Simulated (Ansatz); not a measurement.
**TiSi$_{2}$: two-dimensional strain map**

Theory: DFT PBEsol, scalar-relativistic, plane waves, PAW (Ansatz). The runs took a 420 eV cutoff, a Γ-centred 14×14×14 mesh and Gaussian smearing (0.15 eV). No spin polarisation. Energies are free energies at this smearing, counted from the undisturbed cell; pressure is positive in compression.

The starting cell (relaxed at this level):

```
Ti Si
1.0
     0.00000    4.09106    4.24805
     2.38088    0.00000    4.24805
     2.38088    4.09106    0.00000
Ti Si
2 4
Direct
  0.75000 0.75000 0.75000
  0.50000 0.50000 0.50000
  0.08617 0.41383 0.08617
  0.41383 0.08617 0.41383
  0.16383 0.83617 0.16383
  0.83617 0.16383 0.83617
```

The cell is strained by p along both x and y and by q along z, fractional coordinates fixed. Points are written (p, q).

Energy above the undisturbed cell in meV/atom (a dash: not computed):

```
 p \ q  -0.080  -0.040  0.000  0.040  0.080
-0.080   500.7   335.6  262.4  253.7  283.6
-0.040   249.0       –   56.9      –  120.6
 0.000   148.8       –    0.0      –   93.7
 0.080   227.0       –  158.2      –  297.1
```

Pressure in GPa:

```csv
p \ q,-0.080,-0.040,0.000,0.040,0.080
-0.080,65.1,48.3,35.6,26.2,19.3
-0.040,38.4,–,14.1,–,1.1
0.000,20.1,–,0.0,–,-10.5
0.080,-0.7,–,-14.7,–,-21.6
```